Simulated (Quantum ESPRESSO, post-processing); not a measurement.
# GaP/Ga(1-x)In(x)P (110) interfaces, on the lattice of GaP: a series in the share x of In, part 2 of 3

Wanted: a table for GaP/Ga(1-x)In(x)P (110) interfaces, on the lattice of GaP against the share x of In, and what can be fitted to it.

Quantum ESPRESSO 7.5; plane-wave DFT, LDA, GBRV ultrasoft pseudopotentials.

So far. Step 2 (Variable-cell relaxation of the reference):  The last row is no step: it is a fresh SCF in the final cell with a new plane-wave basis, +3 meV from the row before. Step 5 (Variable-cell relaxation, 0.25):  The last row is no step: it is a fresh SCF in the final cell with a new plane-wave basis, -13 meV from the row before.

### 11. Relaxing cell and ions, 0.5

System of this step: Ga(1-x)In(x)P, x = 2/4, ordered (110) cell. It takes space group P-4m2 (No. 115, tetragonal). Conventional cell: a = 3.810 Å, b = 3.810 Å, c = 5.387 Å, α = 90.00°, β = 90.00°, γ = 90.00°. Nearest to In lie 4 P at 2.33 Å. P has 2 Ga at 2.33 Å and 2 In at 2.33 Å nearest. Ga has 4 P at 2.33 Å nearest. Nearest to P lie 2 In at 2.33 Å and 2 Ga at 2.33 Å. Farther neighbours are not listed.

Contents of m1.relax.in:

```
&control
  prefix = 'm1.relax'
  outdir = './out'
  pseudo_dir = './pseudo'
  nstep = 70
  forc_conv_thr = 0.0004
  calculation = 'vc-relax'
/
&system
  ibrav = 0
  nat = 8
  ntyp = 3
  ecutwfc = 48
  ecutrho = 240
  occupations = 'smearing'
  smearing = 'fd'
  degauss = 0.002
/
&electrons
  conv_thr = 1e-09
  mixing_beta = 0.4
  electron_maxstep = 120
/
&ions
/
&cell
  cell_dofree = 'z'
  press_conv_thr = 0.4
/
ATOMIC_SPECIES
  In  114.8180  in_lda_v1.4.uspp.F.UPF
  P   30.9738  p_lda_v1.5.uspp.F.UPF
  Ga  69.7230  ga_lda_v1.4.uspp.F.UPF
CELL_PARAMETERS angstrom
  5.38740463800000 0.00000000000000 0.00000000000000
  0.00000000000000 3.81025747400000 0.00000000000000
  0.00000000000000 0.00000000000000 7.62051438300000
ATOMIC_POSITIONS crystal
  In  0.000000000000 0.000000000000 0.000000000000
  P   0.250000000000 0.500000000000 0.000000000000
  Ga  0.500000000000 0.500000000000 0.250000000000
  P   0.750000000000 0.000000000000 0.250000000000
  In  0.000000000000 0.000000000000 0.500000000000
  P   0.250000000000 0.500000000000 0.500000000000
  Ga  0.500000000000 0.500000000000 0.750000000000
  P   0.750000000000 0.000000000000 0.750000000000
K_POINTS automatic
  3 4 2 0 0 0
```

Run with:

```sh
> OMP_NUM_THREADS=1 mpirun -n 4 pw.x -nk 2 -in m1.relax.in > m1.relax.out
```

It took 4.5 min on 4 MPI ranks of Arm Neoverse V1, shared host; peak memory 0.59 GiB; 18 min of CPU time.

The steps of the relaxation:

```csv
step,energy less that of the first step (eV),largest force (eV/Å),volume (Å³)
1,0.0000,2.2614,156.43
2,-0.5866,1.6378,160.27
3,-0.9369,0.4746,164.89
4,-0.9668,0.2414,166.27
5,-0.9734,0.1834,166.85
6,-0.9761,0.0760,167.18
7,-0.9769,0.0431,167.31
8,-0.9770,0.0184,167.36
9,-0.9771,0.0078,167.40
10,-1.0096,0.0076,167.40
```

| cell as run | before | after | change |
| --- | --- | --- | --- |
| a (Å) | 5.387 | 5.387 | +0.0 % |
| b (Å) | 3.810 | 3.810 | +0.0 % |
| c (Å) | 7.621 | 8.155 | +7.0 % |
| volume (Å³/atom) | 19.55 | 20.92 | +7.0 % |

The atoms that moved most (Å, as changes of fractional coordinates times the final cell):

| atom | dx | dy | dz | length |
| --- | --- | --- | --- | --- |
| P2 | 0.158 | 0.000 | 0.000 | 0.158 |
| P6 | 0.158 | 0.000 | 0.000 | 0.158 |
| P8 | -0.088 | 0.000 | 0.000 | 0.088 |
| P4 | -0.088 | 0.000 | 0.000 | 0.088 |
| In5 | -0.039 | 0.000 | 0.000 | 0.039 |
| In1 | -0.039 | 0.000 | 0.000 | 0.039 |
| Ga3 | -0.031 | 0.000 | 0.000 | 0.031 |
| Ga7 | -0.031 | 0.000 | 0.000 | 0.031 |

 The last row is no step: it is a fresh SCF in the final cell with a new plane-wave basis, -33 meV from the row before.

This step gave:

| Item | Value |
| --- | --- |
| free energy | -15762.9988 eV |
| Fermi energy | 8.777 eV |

### 12. Ground state, 0.5

Contents of m1.bulk.in:

```
&control
  prefix = 'm1.bulk'
  outdir = './out'
  pseudo_dir = './pseudo'
  calculation = 'scf'
  tprnfor = .true.
/
&system
  ibrav = 0
  nat = 8
  ntyp = 3
  ecutwfc = 40
  ecutrho = 200
  occupations = 'smearing'
  smearing = 'fd'
  degauss = 0.002
  nbnd = 46
/
&electrons
  conv_thr = 1e-09
  mixing_beta = 0.4
  electron_maxstep = 120
/
ATOMIC_SPECIES
  In  114.8180  in_lda_v1.4.uspp.F.UPF
  P   30.9738  p_lda_v1.5.uspp.F.UPF
  Ga  69.7230  ga_lda_v1.4.uspp.F.UPF
CELL_PARAMETERS angstrom
  5.38740463800000 0.00000000000000 0.00000000000000
  0.00000000000000 3.81025747400000 0.00000000000000
  0.00000000000000 0.00000000000000 8.15484084000000
ATOMIC_POSITIONS crystal
  In  -0.007285420300 0.000000000000 0.000000000000
  P   0.279373329800 0.500000000000 0.000000000000
  Ga  0.494213990400 0.500000000000 0.250001696300
  P   0.733702801400 0.000000000000 0.249999872600
  In  -0.007289271400 0.000000000000 0.500000000000
  P   0.279367778200 0.500000000000 0.500000000000
  Ga  0.494213990400 0.500000000000 0.749998303700
  P   0.733702801400 0.000000000000 0.750000127400
K_POINTS automatic
  6 8 4 0 0 0
```

Run with:

```sh
> OMP_NUM_THREADS=1 mpirun -n 4 pw.x -nk 4 -in m1.bulk.in > m1.bulk.out
```

It took 2.3 min on 4 MPI ranks; peak memory 0.61 GiB.

Numbers from this step:

```
free energy                          : -15762.9924 eV
Fermi energy                         : 8.717 eV
valence top, on the run's zero       : 8.456 eV
conduction bottom, on the run's zero : 8.976 eV
gap by band count                    : 0.5200 eV
```

### 13. Self-consistent run, 0.5

System of this step: GaP/Ga(1-x)In(x)P (110) superlattice, x = 2/4. The cell holds 32 atoms: 12 Ga, 16 P and 4 In. Its edges and angles: a = 5.387 Å, b = 3.810 Å, c = 31.551 Å, α = 90.0°, β = 90.0°, γ = 90.0°. The structure's axis is c.

Contents of m1.scf.in:

```
&control
  prefix = 'm1.scf'
  outdir = './out'
  pseudo_dir = './pseudo'
  calculation = 'scf'
  tprnfor = .true.
/
&system
  ibrav = 0
  nat = 32
  ntyp = 3
  ecutwfc = 40
  ecutrho = 200
  occupations = 'smearing'
  smearing = 'fd'
  degauss = 0.002
/
&electrons
  conv_thr = 1e-08
  mixing_beta = 0.4
  electron_maxstep = 160
  mixing_mode = 'TF'
  mixing_ndim = 12
/
ATOMIC_SPECIES
  Ga  69.7230  ga_lda_v1.4.uspp.F.UPF
  P   30.9738  p_lda_v1.5.uspp.F.UPF
  In  114.8180  in_lda_v1.4.uspp.F.UPF
CELL_PARAMETERS angstrom
  5.38740463800000 0.00000000000000 0.00000000000000
  0.00000000000000 3.81025747400000 0.00000000000000
  0.00000000000000 0.00000000000000 31.55071044600000
ATOMIC_POSITIONS crystal
  Ga  0.000001116900 0.000000000000 0.000000000000
  P   0.250000462300 0.500000000000 0.000000000000
  Ga  0.500000039000 0.500000000000 0.060383723076
  P   0.749999968300 0.000000000000 0.060383056519
  Ga  -0.000001067400 0.000000000000 0.120766129752
  P   0.249999473600 0.500000000000 0.120766129752
  Ga  0.500000039000 0.500000000000 0.181148536429
  P   0.749999968300 0.000000000000 0.181149202986
[... 20 atom lines left out ...]
  In  -0.007289271400 0.000000000000 0.870766129752
  P   0.279367778200 0.500000000000 0.870766129752
  Ga  0.494213990400 0.500000000000 0.935382626437
  P   0.733702801400 0.000000000000 0.935383097805
K_POINTS automatic
  4 6 1 0 0 0
```

Run with:

```sh
> OMP_NUM_THREADS=1 mpirun -n 4 pw.x -nk 2 -in m1.scf.in > m1.scf.out
```

Run time: 37 min. Hardware: 4 MPI ranks; peak memory 2.4 GiB; 2.4 h of CPU time.

Numbers from this step:

* free energy: -78393.8218 eV
* Fermi energy: 8.795 eV

### 14. The line-up

This step gave:

```
mean potential in the stack, first crystal                       : 3.106 eV
slope of the running mean in the stack, first crystal            : -7.97e-4 eV/Å
mean potential in the stack, second crystal                      : 2.836 eV
valence top over the bulk's mean potential, second crystal       : 5.608 eV
conduction bottom over the bulk's mean potential, second crystal : 6.128 eV
slope of the running mean in the stack, second crystal           : 0.001136 eV/Å
period along the stack, second crystal                           : 8.155 Å
```

### 15. Relaxing cell and ions, 0.75

System of this step: Ga(1-x)In(x)P, x = 3/4, ordered (110) cell. Symmetry: Pmm2, No. 25, orthorhombic system. The conventional cell has a = 3.810 Å, b = 7.621 Å, c = 5.387 Å, α = 90.00°, β = 90.00°, γ = 90.00°. Nearest to In lie 4 P at 2.33 Å. Nearest to P lie 3 In at 2.33 Å and 1 Ga at 2.33 Å. P has 4 In at 2.33 Å nearest. Nearest to Ga lie 4 P at 2.33 Å. Nearest to P lie 2 In at 2.33 Å and 2 Ga at 2.33 Å. Farther neighbours are not listed.

Contents of m2.relax.in:

```
&control
  prefix = 'm2.relax'
  outdir = './out'
  pseudo_dir = './pseudo'
  nstep = 70
  forc_conv_thr = 0.0004
  calculation = 'vc-relax'
/
&system
  ibrav = 0
  nat = 8
  ntyp = 3
  ecutwfc = 48
  ecutrho = 240
  occupations = 'smearing'
  smearing = 'fd'
  degauss = 0.002
/
&electrons
  conv_thr = 1e-09
  mixing_beta = 0.4
  electron_maxstep = 120
/
&ions
/
&cell
  cell_dofree = 'z'
  press_conv_thr = 0.4
/
ATOMIC_SPECIES
  In  114.8180  in_lda_v1.4.uspp.F.UPF
  P   30.9738  p_lda_v1.5.uspp.F.UPF
  Ga  69.7230  ga_lda_v1.4.uspp.F.UPF
CELL_PARAMETERS angstrom
  5.38740463800000 0.00000000000000 0.00000000000000
  0.00000000000000 3.81025747400000 0.00000000000000
  0.00000000000000 0.00000000000000 7.62051438300000
ATOMIC_POSITIONS crystal
  In  0.000000000000 0.000000000000 0.000000000000
  P   0.250000000000 0.500000000000 0.000000000000
  In  0.500000000000 0.500000000000 0.250000000000
  P   0.750000000000 0.000000000000 0.250000000000
  In  0.000000000000 0.000000000000 0.500000000000
  P   0.250000000000 0.500000000000 0.500000000000
  Ga  0.500000000000 0.500000000000 0.750000000000
  P   0.750000000000 0.000000000000 0.750000000000
K_POINTS automatic
  3 4 2 0 0 0
```

Run with:

```sh
> OMP_NUM_THREADS=1 mpirun -n 4 pw.x -nk 2 -in m2.relax.in > m2.relax.out
```

Elapsed: 6.8 min, on 4 MPI ranks; peak memory 0.57 GiB; 27 min of CPU time.

The steps of the relaxation:

| step | energy less that of the first step (eV) | largest force (eV/Å) | volume (Å³) |
| --- | --- | --- | --- |
| 1 | 0.0000 | 2.3134 | 156.43 |
| 2 | -0.7805 | 1.5726 | 162.12 |
| 3 | -1.3715 | 0.8118 | 169.82 |
| 4 | -1.4746 | 0.4581 | 173.05 |
| 5 | -1.4958 | 0.2489 | 173.89 |
| 6 | -1.5045 | 0.0902 | 173.99 |
| 7 | -1.5058 | 0.0752 | 173.82 |
| 8 | -1.5062 | 0.0744 | 173.72 |
| 9 | -1.5067 | 0.0683 | 173.66 |
| 10 | -1.5072 | 0.0607 | 173.65 |
| 11 | -1.5077 | 0.0461 | 173.68 |
| 12 | -1.5079 | 0.0369 | 173.72 |
| 13 | -1.5080 | 0.0213 | 173.73 |
| 14 | -1.5080 | 0.0122 | 173.72 |
| 15 | -1.5081 | 0.0063 | 173.70 |
| 16 | -1.5704 | 0.0064 | 173.70 |

| cell as run | before | after | change |
| --- | --- | --- | --- |
| a (Å) | 5.387 | 5.387 | +0.0 % |
| b (Å) | 3.810 | 3.810 | +0.0 % |
| c (Å) | 7.621 | 8.462 | +11.0 % |
| volume (Å³/atom) | 19.55 | 21.71 | +11.0 % |

The atoms that moved most (Å, as changes of fractional coordinates times the final cell):

| atom | dx | dy | dz | length |
| --- | --- | --- | --- | --- |
| P2 | 0.126 | 0.000 | -0.110 | 0.168 |
| P6 | 0.126 | 0.000 | 0.110 | 0.168 |
| P8 | -0.119 | 0.000 | 0.000 | 0.119 |
| P4 | 0.119 | 0.000 | 0.000 | 0.119 |
| In1 | -0.065 | 0.000 | -0.071 | 0.096 |
| In5 | -0.065 | 0.000 | 0.071 | 0.096 |
| In3 | -0.069 | 0.000 | 0.000 | 0.069 |
| Ga7 | -0.054 | 0.000 | 0.000 | 0.054 |

Final coordinates:

```cif
data_structure
_symmetry_space_group_name_H-M 'P 1'
_symmetry_Int_Tables_number 1
_cell_length_a 5.3874
_cell_length_b 3.8103
_cell_length_c 8.4619
_cell_angle_alpha 90.000
_cell_angle_beta 90.000
_cell_angle_gamma 90.000
_cell_volume 173.70
loop_
_atom_site_label
_atom_site_type_symbol
_atom_site_fract_x
_atom_site_fract_y
_atom_site_fract_z
_atom_site_occupancy
In1 In 0.98798 0.00000 0.99163 1
P2 P 0.27346 0.50000 0.98695 1
In3 In 0.48717 0.50000 0.25000 1
P4 P 0.77205 0.00000 0.25000 1
In5 In 0.98798 0.00000 0.50837 1
P6 P 0.27346 0.50000 0.51305 1
Ga7 Ga 0.48997 0.50000 0.75000 1
P8 P 0.72793 0.00000 0.75000 1
```

 The last row is no step: it is a fresh SCF in the final cell with a new plane-wave basis, -62 meV from the row before.

Numbers from this step:

- free energy: -11927.5277 eV
- energy at zero smearing: -11927.5270 eV
- Fermi energy: 8.676 eV

### 16. SCF with pw.x, 0.75

Contents of m2.bulk.in:

```
&control
  prefix = 'm2.bulk'
  outdir = './out'
  pseudo_dir = './pseudo'
  calculation = 'scf'
  tprnfor = .true.
/
&system
  ibrav = 0
  nat = 8
  ntyp = 3
  ecutwfc = 40
  ecutrho = 200
  occupations = 'smearing'
  smearing = 'fd'
  degauss = 0.002
  nbnd = 43
/
&electrons
  conv_thr = 1e-09
  mixing_beta = 0.4
  electron_maxstep = 120
/
ATOMIC_SPECIES
  In  114.8180  in_lda_v1.4.uspp.F.UPF
  P   30.9738  p_lda_v1.5.uspp.F.UPF
  Ga  69.7230  ga_lda_v1.4.uspp.F.UPF
CELL_PARAMETERS angstrom
  5.38740463800000 0.00000000000000 0.00000000000000
  0.00000000000000 3.81025747400000 0.00000000000000
  0.00000000000000 0.00000000000000 8.46191415200000
ATOMIC_POSITIONS crystal
  In  -0.012017077100 0.000000000000 -0.008368867100
  P   0.273459005700 0.500000000000 -0.013050666500
  In  0.487169688900 0.500000000000 0.250000000000
  P   0.772047130900 0.000000000000 0.250000000000
  In  -0.012017077100 0.000000000000 0.508368867100
  P   0.273459005700 0.500000000000 0.513050666500
  Ga  0.489973013000 0.500000000000 0.750000000000
  P   0.727926310100 0.000000000000 0.750000000000
K_POINTS automatic
  6 8 4 0 0 0
```

Run with:

```sh
> OMP_NUM_THREADS=1 mpirun -n 4 pw.x -nk 4 -in m2.bulk.in > m2.bulk.out
```

Wall time 2.7 min (4 MPI ranks); peak memory 0.62 GiB.

This step gave:

* free energy: -11927.4985 eV
* energy at zero smearing: -11927.4984 eV
* Fermi energy: 8.668 eV
* valence top, on the run's zero: 8.602 eV
* conduction bottom, on the run's zero: 8.740 eV
* gap by band count: 0.1380 eV

### 17. Self-consistent run, 0.75

System of this step: GaP/Ga(1-x)In(x)P (110) superlattice, x = 3/4. The cell holds 32 atoms: 10 Ga, 16 P and 6 In. Its edges and angles: a = 5.387 Å, b = 3.810 Å, c = 32.165 Å, α = 90.0°, β = 90.0°, γ = 90.0°. The structure's axis is c.

Contents of m2.scf.in:

```
&control
  prefix = 'm2.scf'
  outdir = './out'
  pseudo_dir = './pseudo'
  calculation = 'scf'
  tprnfor = .true.
/
&system
  ibrav = 0
  nat = 32
  ntyp = 3
  ecutwfc = 40
  ecutrho = 200
  occupations = 'smearing'
  smearing = 'fd'
  degauss = 0.002
/
&electrons
  conv_thr = 1e-08
  mixing_beta = 0.4
  electron_maxstep = 160
  mixing_mode = 'TF'
  mixing_ndim = 12
/
ATOMIC_SPECIES
  Ga  69.7230  ga_lda_v1.4.uspp.F.UPF
  P   30.9738  p_lda_v1.5.uspp.F.UPF
  In  114.8180  in_lda_v1.4.uspp.F.UPF
CELL_PARAMETERS angstrom
  5.38740463800000 0.00000000000000 0.00000000000000
  0.00000000000000 3.81025747400000 0.00000000000000
  0.00000000000000 0.00000000000000 32.16485707000000
ATOMIC_POSITIONS crystal
  Ga  0.000001116900 0.000000000000 0.000000000000
  P   0.250000462300 0.500000000000 0.000000000000
  Ga  0.500000039000 0.500000000000 0.059230773458
  P   0.749999968300 0.000000000000 0.059230119628
  Ga  -0.000001067400 0.000000000000 0.118460255651
  P   0.249999473600 0.500000000000 0.118460255651
  Ga  0.500000039000 0.500000000000 0.177689737845
  P   0.749999968300 0.000000000000 0.177690391674
[... 20 atom lines left out ...]
  In  -0.012017077100 0.000000000000 0.872863610207
  P   0.273459005700 0.500000000000 0.874095295599
  Ga  0.489973013000 0.500000000000 0.936431805103
  P   0.727926310100 0.000000000000 0.936431805103
K_POINTS automatic
  4 6 1 0 0 0
```

Run with:

```sh
> OMP_NUM_THREADS=1 mpirun -n 4 pw.x -nk 2 -in m2.scf.in > m2.scf.out
```

Wall time 52 min (4 MPI ranks); peak memory 2.4 GiB; 3.5 h of CPU time.

Numbers from this step:

| Item | Value |
| --- | --- |
| free energy | -70722.7697 eV |
| Fermi energy | 8.739 eV |

### 18. The line-up

Read from the output:

| Quantity | Value |
| --- | --- |
| mean potential in the stack, first crystal | 3.092 eV |
| slope of the running mean in the stack, first crystal | -3.20e-4 eV/Å |
| mean potential in the stack, second crystal | 2.723 eV |
| valence top over the bulk's mean potential, second crystal | 5.879 eV |
| conduction bottom over the bulk's mean potential, second crystal | 6.017 eV |
| slope of the running mean in the stack, second crystal | 6.95e-4 eV/Å |
| period along the stack, second crystal | 8.462 Å |

### 19. Relaxing cell and ions, 1

System of this step: Ga(1-x)In(x)P, x = 4/4, ordered (110) cell. It takes space group F-43m (No. 216, cubic). The conventional cell has a = 5.388 Å, b = 5.388 Å, c = 5.388 Å, α = 90.00°, β = 90.00°, γ = 90.00°. Nearest to In lie 4 P at 2.33 Å. P has 4 In at 2.33 Å nearest. Farther neighbours are not listed.

Contents of m3.relax.in:

```
&control
  prefix = 'm3.relax'
  outdir = './out'
  pseudo_dir = './pseudo'
  nstep = 70
  forc_conv_thr = 0.0004
  calculation = 'vc-relax'
/
&system
  ibrav = 0
  nat = 8
  ntyp = 2
  ecutwfc = 48
  ecutrho = 240
  occupations = 'smearing'
  smearing = 'fd'
  degauss = 0.002
/
&electrons
  conv_thr = 1e-09
  mixing_beta = 0.4
  electron_maxstep = 120
/
&ions
/
&cell
  cell_dofree = 'z'
  press_conv_thr = 0.4
/
ATOMIC_SPECIES
  In  114.8180  in_lda_v1.4.uspp.F.UPF
  P   30.9738  p_lda_v1.5.uspp.F.UPF
CELL_PARAMETERS angstrom
  5.38740463800000 0.00000000000000 0.00000000000000
  0.00000000000000 3.81025747400000 0.00000000000000
  0.00000000000000 0.00000000000000 7.62051438300000
ATOMIC_POSITIONS crystal
  In  0.000000000000 0.000000000000 0.000000000000
  P   0.250000000000 0.500000000000 0.000000000000
  In  0.500000000000 0.500000000000 0.250000000000
  P   0.750000000000 0.000000000000 0.250000000000
  In  0.000000000000 0.000000000000 0.500000000000
  P   0.250000000000 0.500000000000 0.500000000000
  In  0.500000000000 0.500000000000 0.750000000000
  P   0.750000000000 0.000000000000 0.750000000000
K_POINTS automatic
  3 4 2 0 0 0
```

Run with:

```sh
> OMP_NUM_THREADS=1 mpirun -n 4 pw.x -nk 2 -in m3.relax.in > m3.relax.out
```

Wall time 3.3 min (4 MPI ranks); peak memory 0.53 GiB.

(Part 2 of 3 ends here.)

[Logs are printed without paths, hosts, clocks, repeated set-up lines and the standing remarks that a program may print on its own settings, such as how far it seeks lower states.]

[Hosts, paths, dates, database ids (printed as entryN), source tags and the programs' standing remarks are cut or masked in the printed files.]

[Maps of the electrostatic potential energy from Ansatz leave out the sawtooth potential of an applied field or a dipole correction, so their vacuum need not be flat; planar profiles and work functions include it.]
